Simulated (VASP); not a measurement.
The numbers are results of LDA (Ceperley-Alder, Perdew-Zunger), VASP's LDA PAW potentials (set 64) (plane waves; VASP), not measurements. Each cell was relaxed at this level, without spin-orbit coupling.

Question: Which of these comes out without a gap?
(A) KF, Fm-3m (225)
(B) CaSe, Fm-3m (225)
(C) Mo, Im-3m (229)
(D) CsI, Pm-3m (221)

Answer: C, Mo, Im-3m (229). The others have gaps of 6.32 eV (KF, Fm-3m (225)), 3.78 eV (CsI, Pm-3m (221)), 1.71 eV (CaSe, Fm-3m (225)).
